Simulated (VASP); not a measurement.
# Li (Fm-3m) in VASP: a series of runs

Runs on Li. Level: PBE+D3(BJ). Tasks: single point, relaxation of cell and atoms.

Program: VASP 6.6.1. These are calculated values, not measurements. Logs are shortened: lines on timing, memory, paths and dates and some standing lists are left out, and cuts for length are marked.

## (1) Starting point

The structure is cubic, space group Fm-3m (No. 225). Conventional cell: a = 4.177 Å, b = 4.177 Å, c = 4.177 Å, α = 90.00°, β = 90.00°, γ = 90.00°. Li (site symmetry m-3m) is surrounded by 12 Li at 2.95 Å.

This isn't the form of Li at room conditions, which is bcc.

## (2) Single point, PBE+D3(BJ)

Input file INCAR:

```
SYSTEM = Li
PREC = Accurate
ENCUT = 520
EDIFF = 1E-7
ISMEAR = 0
SIGMA = 0.1
LREAL = .False.
LASPH = .True.
NELM = 100
ALGO = Normal
ISIF = 2
LWAVE = .False.
LCHARG = .False.
GGA = PE
IVDW = 12
NBANDS = 8
```

Input file KPOINTS:

```
Automatic mesh
0
Gamma
  18 18 18
  0 0 0
```

Input file POSCAR:

```
Li
1.0
    0.0000000000      2.0884826783      2.0884826783
    2.0884826783      0.0000000000      2.0884826783
    2.0884826783      2.0884826783      0.0000000000
Li
1
Direct
    0.0000000000      0.0000000000      0.0000000000
```

Potentials or basis: VASP PAW PBE potentials, release 64 (Li_sv).

The run is started by

```
> cat potpaw_PBE.64/Li_sv/POTCAR > POTCAR
> mpirun -np 1 vasp_std > vasp.out
```

OUTCAR:

```text
SYSTEM = Li
   PREC = Accurate
   ENCUT = 520
   EDIFF = 1E-7
   ISMEAR = 0
   LREAL = .False.
   LASPH = .True.
   NELM = 100
   ISIF = 2
   GGA = PE
   IVDW = 12
 IVDW          = 12

 ion  position               nearest neighbor table
   1  0.000  0.000  0.000-

  LATTYP: Found a face centered cubic cell.
 ALAT       =     4.1769653566

  Lattice vectors:

 A1 = (   0.0000000000,   2.0884826783,   2.0884826783)
 A2 = (   2.0884826783,   0.0000000000,   2.0884826783)
 A3 = (   2.0884826783,   2.0884826783,   0.0000000000)

Analysis of symmetry for initial positions (statically):
=====================================================================
 Subroutine PRICEL returns:
 Original cell was already a primitive cell.

 Routine SETGRP: Setting up the symmetry group for a
 face centered cubic supercell.

 Subroutine GETGRP returns: Found 48 space group operations
 (whereof 48 operations were pure point group operations)
 out of a pool of 48 trial point group operations.

The static configuration has the point symmetry O_h .

Analysis of symmetry for dynamics (positions and initial velocities):
=====================================================================
 Subroutine PRICEL returns:
 Original cell was already a primitive cell.

 Routine SETGRP: Setting up the symmetry group for a
 face centered cubic supercell.

 Subroutine GETGRP returns: Found 48 space group operations
 (whereof 48 operations were pure point group operations)
 out of a pool of 48 trial point group operations.

The dynamic configuration has the point symmetry O_h .

 Subroutine INISYM returns: Found 48 space group operations
 (whereof 48 operations are pure point group operations),
 and found     1 'primitive' translations

----------------------------------------------------------------------------------------

                                     Primitive cell

  volume of cell :      18.2189

  direct lattice vectors                    reciprocal lattice vectors
     0.000000000  2.088482678  2.088482678    -0.239408258  0.239408258  0.239408258
     2.088482678  0.000000000  2.088482678     0.239408258 -0.239408258  0.239408258
     2.088482678  2.088482678  0.000000000     0.239408258  0.239408258 -0.239408258

  length of vectors
     2.953560528  2.953560528  2.953560528     0.414667267  0.414667267  0.414667267

  position of ions in fractional coordinates (direct lattice)
     0.000000000  0.000000000  0.000000000

  ion indices of the primitive-cell ions
   primitive index   ion index
                 1           1

----------------------------------------------------------------------------------------

 KPOINTS: Automatic mesh

Automatic generation of k-mesh.
 Grid dimensions read from file:
 generate k-points for:   18   18   18

 Generating k-lattice:

  Cartesian coordinates                     Fractional coordinates (reciprocal lattice)
    -0.013300459  0.013300459  0.013300459     0.055555556  0.000000000  0.000000000
     0.013300459 -0.013300459  0.013300459     0.000000000  0.055555556  0.000000000
     0.013300459  0.013300459 -0.013300459     0.000000000  0.000000000  0.055555556

  Length of vectors
     0.023037070  0.023037070  0.023037070

  Shift w.r.t. Gamma in fractional coordinates (k-lattice)
     0.000000000  0.000000000  0.000000000

 Subroutine IBZKPT returns following result:
 ===========================================

 Found    195 irreducible k-points:

 Following reciprocal coordinates:
            Coordinates               Weight
  0.000000  0.000000  0.000000      1.000000
  0.055556  0.000000  0.000000      8.000000
  0.111111  0.000000  0.000000      8.000000
  0.166667  0.000000  0.000000      8.000000
  0.222222  0.000000  0.000000      8.000000
  0.277778  0.000000  0.000000      8.000000
[... 16 lines left out ...]
 -0.277778  0.055556  0.000000     24.000000
 -0.222222  0.055556  0.000000     24.000000
 [... further k-points ...]
   k-points           NKPTS =    195   k-points in BZ     NKDIM =    195   number of bands    NBANDS=      8
   number of dos      NEDOS =    301   number of ions     NIONS =      1
   total plane-waves  NPLWV =  13824
   dimension x,y,z NGX =    24 NGY =   24 NGZ =   24
   dimension x,y,z NGXF=    48 NGYF=   48 NGZF=   48
   ions per type =               1
   NGX,Y,Z   is equivalent  to a cutoff of  13.51, 13.51, 13.51 a.u.
   NGXF,Y,Z  is equivalent  to a cutoff of  27.02, 27.02, 27.02 a.u.
 SYSTEM =  Li
   PREC   = accura    normal or accurate (medium, high low for compatibility)
   ISTART =      0    job   : 0-new  1-cont  2-samecut
   ICHARG =      2    charge: 1-file 2-atom 10-const
   ISPIN  =      1    spin polarized calculation?
   LNONCOLLINEAR =      F non collinear calculations
   LSORBIT =      F    spin-orbit coupling
   LASPH  =      T    aspherical Exc in radial PAW
   ENCUT  =  520.0 eV  38.22 Ry    6.18 a.u.   5.49  5.49  5.49*2*pi/ulx,y,z
   NELM   =    100;   NELMIN=  2; NELMDL= -5     # of ELM steps
   EDIFF  = 0.1E-06   stopping-criterion for ELM
   LREAL  =      F    real-space projection
   EDIFFG = 0.1E-05   stopping-criterion for IOM
   NSW    =      0    number of steps for IOM
   IBRION =     -1    ionic relax: 0-MD 1-quasi-New 2-CG
   NFREE  =      0    steps in history (QN), initial steepest desc. (CG)
   ISIF   =      2    stress and relaxation
   ISYM   =      2    0-nonsym 1-usesym 2-fastsym
   POTIM  = 0.5000    time-step for ionic-motion
   TEBEG  =    0.0;   TEEND  =   0.0 temperature during run
   PSTRESS=    0.0 pullay stress
   NELECT =       3.0000    total number of electrons
   NUPDOWN=      -1.0000    fix difference up-down
   EMIN   =  10.00;   EMAX   =-10.00  energy-range for DOS
   EFERMI =   0.00;   METHOD = LEGACY
   ISMEAR =     0;   SIGMA  =   0.10  broadening in eV -4-tet -1-fermi 0-gaus
   EFERMI_NEDOS =   21; number of points for ismear=-14 and -15
   IALGO  =     38    algorithm
   IMIX   =      4    mixing-type and parameters
     AMIX     =   0.40;   BMIX     =  1.00
     AMIX_MAG =   1.60;   BMIX_MAG =  1.00
  volume/ion in A,a.u.               =      18.22       122.95
  Fermi-wavevector in a.u.,A,eV,Ry     =   0.897307  1.695664 10.954864  0.805160
  Thomas-Fermi vector in A             =   2.019875
   LORBIT       =      0    0 simple, 1 ext, 2 COOP (PROOUT), +10 PAW based schemes
   GGA     = PE    functional components
   LHFCALC =     F    Hartree Fock is set to
   AEXX    =    0.0000 exact exchange contribution
   IVDW    =    12    specifies the selected vdW correction
   LEPSILON=     F    determine dielectric tensor
   LRPA    =     F    only Hartree local field effects (RPA)
 non-spin polarized calculation
 Gauss-broadening in eV      SIGMA  =   0.10
  energy-cutoff  :      520.00
  volume of cell :       18.22
 maximum number of plane-waves:       531
 NGX is ok and might be reduce to    24
   NGX = 11   NGY = 11   NGZ = 11

 number of electron       3.0000005 magnetization

 Free energy of the ion-electron system (eV)
  ---------------------------------------------------
  ext. energy  EPLUGINS =         0.00000000
  ---------------------------------------------------
  free energy    TOTEN  =        -1.89862837 eV

  energy without entropy =       -1.89708111  energy(sigma->0) =       -1.89785474

 E-fermi :   0.9436     XC(G=0):  -7.3091

 val. band max:        0.9386017286   @ k =   0.5000   0.2222   0.0556
 cond. band min:       0.9971467393   @ k =   0.5000   0.1111   0.0000
 fundamental gap:      0.0585450107
 Fermi energy:         0.9436300866

 k-point     1 :       0.0000    0.0000    0.0000
  band No.  band energies     occupation
      1     -45.4157      2.00000
      2      -2.7574      2.00000
      3      16.4117      0.00000
      4      16.4118      0.00000
      5      16.4118      0.00000
      6      20.4622      0.00000
      7      20.4622      0.00000
      8      20.4622      0.00000

 k-point     2 :       0.0556    0.0000    0.0000
  band No.  band energies     occupation
      1     -45.4149      2.00000
      2      -2.7002      2.00000
      3      15.7234      0.00000
      4      16.2668      0.00000
      5      16.2668      0.00000
      6      19.7974      0.00000
      7      20.7148      0.00000
      8      20.7148      0.00000

 k-point     3 :       0.1111    0.0000    0.0000
  band No.  band energies     occupation
      1     -45.4124      2.00000
      2      -2.5287      2.00000
      3      14.1194      0.00000
      4      15.9273      0.00000
      5      15.9273      0.00000
      6      19.6325      0.00000
      7      21.3190      0.00000
      8      21.3190      0.00000

 k-point     4 :       0.1667    0.0000    0.0000
  band No.  band energies     occupation
      1     -45.4087      2.00000
      2      -2.2432      2.00000
      3      12.2606      0.00000
      4      15.5416      0.00000
      5      15.5417      0.00000
      6      19.8311      0.00000
      7      21.7746      0.00000
      8      21.7746      0.00000

 k-point     5 :       0.2222    0.0000    0.0000
  band No.  band energies     occupation
      1     -45.4041      2.00000
      2      -1.8441      2.00000
      3      10.4186      0.00000
      4      15.1956      0.00000
      5      15.1957      0.00000
      6      20.1090      0.00000
      7      21.3680      0.00000
      8      21.3680      0.00000

 k-point     6 :       0.2778    0.0000    0.0000
  band No.  band energies     occupation
      1     -45.3993      2.00000
      2      -1.3359      2.00000
      3       8.6844      0.00000
      4      14.9241      0.00000
      5      14.9241      0.00000
      6      20.1602      0.00000
      7      20.5515      0.00000
      8      20.5515      0.00000

 k-point     7 :       0.3333    0.0000    0.0000
  band No.  band energies     occupation
      1     -45.3948      2.00000
      2      -0.7298      2.00000
      3       7.1046      0.00000
      4      14.7351      0.00000
      5      14.7351      0.00000
      6      19.7823      0.00000
      7      19.7823      0.00000
      8      19.9003      0.00000
[... 133 lines left out ...]
 k-point    20 :      -0.4444    0.0556    0.0000
  band No.  band energies     occupation
      1     -45.3879      2.00000
      2       0.7970      1.96185
      3       4.4541      0.00000
      4      14.0055      0.00000
      5      14.4344      0.00000
      6      17.6879      0.00000
      7      18.9847      0.00000
      8      21.0610      0.00000

 k-point    21 :      -0.3889    0.0556    0.0000
  band No.  band energies     occupation
      1     -45.3898      2.00000
      2       0.2256      2.00000
      3       5.3551      0.00000
      4      13.8491      0.00000
      5      14.7353      0.00000
      6      18.0817      0.00000
      7      19.0194      0.00000
      8      21.3133      0.00000

 k-point    22 :      -0.3333    0.0556    0.0000
  band No.  band energies     occupation
      1     -45.3931      2.00000
      2      -0.4539      2.00000
      3       6.6435      0.00000
      4      13.8006      0.00000
      5      15.0658      0.00000
      6      18.6215      0.00000
      7      19.3076      0.00000
      8      21.6261      0.00000

 k-point    23 :      -0.2778    0.0556    0.0000
  band No.  band energies     occupation
      1     -45.3973      2.00000
      2      -1.0898      2.00000
      3       8.1596      0.00000
      4      13.8696      0.00000
      5      15.4110      0.00000
      6      19.2618      0.00000
      7      19.8430      0.00000
      8      21.5713      0.00000

 k-point    24 :      -0.2222    0.0556    0.0000
  band No.  band energies     occupation
      1     -45.4020      2.00000
      2      -1.6341      2.00000
      3       9.8408      0.00000
      4      14.0591      0.00000
      5      15.7642      0.00000
      6      19.8131      0.00000
      7      20.5697      0.00000
      8      21.2976      0.00000

 [... further k-points ...]

------------------------ aborting loop because EDIFF is reached ----------------------------------------

 Edisp (eV)   -0.18817

 E8    (eV) :    -0.0782

  FORCE on cell =-STRESS in cart. coord.  units (eV):
  Direction    XX          YY          ZZ          XY          YZ          ZX
  --------------------------------------------------------------------------------------
  -------------------------------------------------------------------------------------
  Total      -0.00894    -0.00894    -0.00894    -0.00000     0.00000     0.00000
  in kB      -0.78584    -0.78584    -0.78584    -0.00000     0.00000     0.00000
  external pressure =       -0.79 kB  Pullay stress =        0.00 kB

 VOLUME and BASIS-vectors are now :
 -----------------------------------------------------------------------------
  energy-cutoff  :      520.00
  volume of cell :       18.22
      direct lattice vectors                 reciprocal lattice vectors
     0.000000000  2.088482678  2.088482678    -0.239408258  0.239408258  0.239408258
     2.088482678  0.000000000  2.088482678     0.239408258 -0.239408258  0.239408258
     2.088482678  2.088482678  0.000000000     0.239408258  0.239408258 -0.239408258

 POSITION                                       TOTAL-FORCE (eV/Angst)
 -----------------------------------------------------------------------------------
      0.00000      0.00000      0.00000         0.000000      0.000000      0.000000
 -----------------------------------------------------------------------------------
    total drift:                               -0.000000      0.000000     -0.000000

  FREE ENERGIE OF THE ION-ELECTRON SYSTEM (eV)
  ---------------------------------------------------
  free  energy   TOTEN  =        -2.0867940317 eV

  energy  without entropy=       -2.0852467657  energy(sigma->0) =       -2.08602040
```

Wall time 11 s (1 thread of Intel Xeon Platinum 8488C (Sapphire Rapids), shared host); peak memory 0.15 GiB.

What came out:

| Item | Value |
| --- | --- |
| Free energy | -2.0868 eV |
| Band gap on the k mesh | none (metal or under the smearing width) |
| Dispersion energy per atom | -0.188 eV |

Caveat: the cutoff is under 1.25 times the usual one of these potentials, so pressure, stress and relaxed cells hold a basis-set (Pulay) error; pairwise dispersion overbinds metals, which lowers pressure and volume.

[end of part 1 of 2]
